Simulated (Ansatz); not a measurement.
An Ansatz input:

```yaml
crystal:
  lattice:
    - [2.6511455869, 0.0, 0.0]
    - [-1.3255727934, 2.2959594274, 0.0]
    - [0.0, 0.0, 4.4554371091]
  atoms:
    - { symbol: Pd, position: [0.3333333333, 0.6666666667, 0.25], spin: 0.313 }
    - { symbol: Pd, position: [0.6666666667, 0.3333333333, 0.75], spin: 0.313 }
hamiltonian:
  xc: pbe
  pseudopotentials:
    kind: paw
    azcp:
      Pd: "pseudopotentials/Pd.paw.azcp"
basis:
  ecutwfc: 420
  fft_grid_basis: typed
kpoints:
  mp_grid: { grid: [21, 21, 11], shift: [0, 0, 0] }
magnetization:
  spin_polarized: true
scf:
  occupations: { method: fermi_dirac, width: 0.05 }
output:
  stress: true
```

Terminal output

```
Engine: ansatz 0.2.0, x86_64-unknown-linux-gnu
Pseudopotentials: kind: paw
Pseudopotential: Pd, paw, valence charge 18, recommended cutoff 420 eV (normal) 
Functional definition: PBE
  parameter kappa = 0.804
  parameter beta = 0.06672455060314922
  exchange = pbe_x(kappa = kappa, mu = beta*pi^2/3)
  correlation = pbe_c(beta = beta)
Crystal: 2 atoms, lattice volume = 27.120 Å³
Basis set: ecut = 420 eV, 549 PW (Γ)
Bands: 23, of which v1, the nominal top of the filled ones, is band 18 counted from 1 (17 counted from 0)
Symmetry: 24 space group operations
Space group: P63/mmc (ITA 194), of the structure as read, at distance tolerance 3.0e-5 Å
Magnetic group: BNS 194.263 (UNI 1493), of the structure as read, at distance tolerance 3.0e-5 Å
k-points: 288 of 4851
Non-local potential: Pd, projectors of the file, l = 0: 2, l = 1: 2, l = 2: 2, l = 3: 1
PAW form: soft (Blöchl's): semilocal exchange-correlation on the pseudo side does not see the compensation charge
PAW one-centre angular grid: Pd, 590 points (default); XC on 64 Gauss nodes
Initial density: superposition of atomic densities (chi_scale 0.1, normalization cell)
Starting moments: Σ|m| = 0.626 μB on 2 of 2 sites
Initial wavefunctions: pseudopotential atomic-orbital guess
Functional: x = pbe(κ = 0.804, μ = 0.2195149727645171), c = pbe(β = 0.06672455060314922)
SCF iter   1: F=—  HF=-13946.982355 eV  |F-HF|=—  |Δ(HF+E_count)|=         —  Δρ=8.20e-2 (↑8.20e-2 ↓7.12e-2)  dr2=6.00e0  dr2_m=1.67e-2  M=0.410 μB ∫|m|=0.416 μB  β_m=0.30  ethr=3.10e-3  ⟨swp⟩=5.4  Hψ=57744  notcnv=0
spin=Collinear: Kerker preconditioning applied to the charge; magnetization (m = ρ↑ − ρ↓) channel mixes plain (no charge-response kernel on spin).
SCF iter   2: F=—  HF=-13945.926467 eV  |F-HF|=—  |Δ(HF+E_count)|=    1.06e0  Δρ=5.01e-2 (↑5.01e-2 ↓4.33e-2)  dr2=2.19e0  dr2_m=9.24e-3  M=0.395 μB ∫|m|=0.405 μB  β_m=0.30  ethr=3.10e-3  ⟨swp⟩=2.6  Hψ=26116  notcnv=0  defer=202
spin-set hold released at iteration 2 (site moments show no strong build): the magnetisation degrees of freedom join the quasi-Newton model from the next iteration; the mixer history was kept
SCF iter   3: F=—  HF=-13945.345845 eV  |F-HF|=—  |Δ(HF+E_count)|=   5.81e-1  Δρ=1.67e-2 (↑1.35e-2 ↓1.67e-2)  dr2=8.69e-2  dr2_m=3.75e-3  M=0.400 μB ∫|m|=0.414 μB  β_m=0.30  ethr=3.10e-3  ⟨swp⟩=2.2  Hψ=21707  notcnv=0  defer=202
SCF iter   4: F=—  HF=-13945.348446 eV  |F-HF|=—  |Δ(HF+E_count)|=   2.60e-3  Δρ=5.62e-3 (↑5.23e-3 ↓5.62e-3)  dr2=5.35e-3  dr2_m=5.32e-3  M=0.430 μB ∫|m|=0.441 μB  β_m=0.65  ethr=2.41e-4  ⟨swp⟩=2.0  Hψ=29720  notcnv=0  defer=234
SCF iter   5: F=—  HF=-13945.351574 eV  |F-HF|=—  |Δ(HF+E_count)|=   3.13e-3  Δρ=3.40e-3 (↑2.88e-3 ↓3.40e-3)  dr2=8.16e-4  dr2_m=2.11e-3  M=0.395 μB ∫|m|=0.413 μB  β_m=0.82  ethr=1.49e-5  ⟨swp⟩=1.7  Hψ=17713  notcnv=0  defer=234
SCF iter   6: F=—  HF=-13945.353016 eV  |F-HF|=—  |Δ(HF+E_count)|=   1.44e-3  Δρ=1.57e-3 (↑1.57e-3 ↓1.31e-3)  dr2=3.92e-5  dr2_m=5.05e-4  M=0.328 μB ∫|m|=0.350 μB  β_m=0.91  ethr=2.27e-6  ⟨swp⟩=2.4  Hψ=20877  notcnv=0  defer=234
SCF iter   7: F=—  HF=-13945.353727 eV  |F-HF|=—  |Δ(HF+E_count)|=   7.11e-4  Δρ=1.07e-3 (↑9.11e-4 ↓1.07e-3)  dr2=3.96e-5  dr2_m=2.32e-4  M=0.239 μB ∫|m|=0.255 μB  β_m=0.96  ethr=1.09e-7  ⟨swp⟩=2.0  Hψ=23667  notcnv=0  defer=234
SCF iter   8: F=—  HF=-13945.354280 eV  |F-HF|=—  |Δ(HF+E_count)|=   5.53e-4  Δρ=5.71e-4 (↑5.62e-4 ↓5.71e-4)  dr2=3.19e-5  dr2_m=6.96e-5  M=0.130 μB ∫|m|=0.138 μB  β_m=0.97  ethr=1.09e-7  ⟨swp⟩=2.0  Hψ=23686  notcnv=0  defer=234
SCF iter   9: F=—  HF=-13945.354504 eV  |F-HF|=—  |Δ(HF+E_count)|=   2.24e-4  Δρ=1.40e-4 (↑1.40e-4 ↓1.24e-4)  dr2=8.80e-6  dr2_m=2.56e-7  M=-0.005 μB ∫|m|=0.005 μB  β_m=0.99  ethr=8.86e-8  ⟨swp⟩=2.4  Hψ=24475  notcnv=0  defer=234
SCF iter  10: F=—  HF=-13945.354503 eV  |F-HF|=—  |Δ(HF+E_count)|=   4.88e-7  Δρ=6.53e-5 (↑5.60e-5 ↓6.53e-5)  dr2=8.43e-7  dr2_m=2.14e-8  M=-0.002 μB ∫|m|=0.002 μB  β_m=0.94  ethr=2.45e-8  ⟨swp⟩=2.5  Hψ=20937  notcnv=0  defer=234
SCF iter  11: F=—  HF=-13945.354503 eV  |F-HF|=—  |Δ(HF+E_count)|=   1.70e-7  Δρ=1.13e-5 (↑9.05e-6 ↓1.13e-5)  dr2=3.66e-8  dr2_m=4.11e-9  M=-0.001 μB ∫|m|=0.001 μB  β_m=0.97  ethr=2.78e-10  ⟨swp⟩=2.2  Hψ=47623  notcnv=0
SCF iter  12: F=—  HF=-13945.354503 eV  |F-HF|=—  |Δ(HF+E_count)|=   1.50e-8  Δρ=3.86e-6 (↑3.22e-6 ↓3.86e-6)  dr2=4.63e-9  dr2_m=3.73e-11  M=0.000 μB ∫|m|=0.000 μB  β_m=0.98  ethr=1.02e-10  ⟨swp⟩=3.0  Hψ=35939  notcnv=0
SCF iter  13: F=-13945.354503 eV  HF=-13945.354503 eV  |F-HF|=8.19e-11  |Δ(HF+E_count)|=  6.15e-10  Δρ=6.50e-7 (↑3.99e-7 ↓6.50e-7)  dr2=1.65e-10  dr2_m=1.67e-11  M=0.000 μB ∫|m|=0.000 μB  ethr=1.28e-11  ⟨swp⟩=2.5  Hψ=28024  notcnv=0
SCF 1 converged in 13 iterations: F = -13945.354503 eV  dr2 = 1.65e-10
WARN: the starting moments were not kept: the SCF closed with an absolute magnetisation of 6.9e-5 μB, where they sum to 0.626 μB in size (2 sites). That is at most 0.1 of that sum. Measured as dr2_m measures the in/out step, that magnetisation stands 1.8e-9 eV from none, at or under the dr2_threshold of 1.0e-7 eV: it is no larger than a step whose dr2_m would equal this threshold. The system may hold no moment; this SCF shows only that its start led to no more than that. To try another start: raise the starting moments (crystal.atoms[].spin, magnetization.per_species, magnetization.initial_magnetization, or on a non-collinear deck that types none of these the spinor_matrix: blocks that start its atoms; where the total moment is fixed, keep their sum and leave initial_magnetization as it is; typed ones take the place of any that the run laid by itself, positive ones on a crystal's lanthanoids without a Hubbard term where scf.initial_density.shell_occupations: [] is typed) or, if the notice of its spin-set hold's release reads "site moments contracting" or "site moments show no strong build", lengthen the hold (scf.mixing.spin_hold: { on: { confirm: 4 } }; for m-r²SCAN on two components see the key's manual first). Each may lead to a state that holds a moment. A second SCF, from the converged charge density, with the starting moments and any scf.initial_density.shell_occupations laid on it anew, would have followed, and was not run: the deck does not ask for one (magnetization.retry_lost_moments is false, the default). To let it run, set magnetization.retry_lost_moments: true and run the deck again, where that key's refused combinations let it; where memory then withholds it, that run's warning says so.
SCF converged after 13 iterations
Magnetization: 0.0001 μB (18.0000 up, 18.0000 down)
Absolute magnetization: 0.0001 μB (∫|ρ↑−ρ↓|, with the PAW one-centre terms)
Spin contamination: 0.0000 ħ² per cell (⟨S²⟩ above its minimum at these occupations)
Per-site moments (μB) at R_I (Å): [(3.31208620802023e-5, 1.0935975545994878), (3.312086208065876e-5, 1.0935975545994878)]
Free energy (F): -13945.354503 eV
Harris-Foulkes:  -13945.354503 eV  (|F-HF|=8.19e-11)
Internal energy: -13945.318953 eV  (E = F + TS)
E sigma→0 (E₀):  -13945.336728 eV
Entropy (-TS):   -0.035550 eV (-17.775 meV/atom)
Fermi energy:    22.177367 eV
--- Per-component energies (eV) ---
  E_band       = -199.270662
  E_kinetic    = 1033.148366
  E_local      = -3263.397123  (includes V_loc(G=0)·N_el)
  E_nonlocal   = 434.244540
  E_hartree    = 1341.372791
  E_xc         = -339.816411
  E_vxc        = -426.649130  (∫ρ·V_xc dr)
  E_paw        = -7500.805174  (= ΣΔE_a)
  E_vpaw       = -659.362597  (= ΣTr[D̂ρ^β])
  E_aug_tail   = 0.000381  (compensation charges beyond the density's cutoff)
  E_ewald      = -5650.066322
  E_smearing   = -0.035550  (= −TS)
  E_closure    = 0.000000  (closes the sum)
  Σ components = -13945.354503   (vs F -13945.354503, Δ=0.00e0)
--- Stress (GPa, compression-positive) ---
       30.357742       0.000000       0.000000
        0.000000      30.357742       0.000000
        0.000000       0.000000      28.962511
  P = ⅓ Tr σ = 29.8927 GPa (298.927 kbar)
```
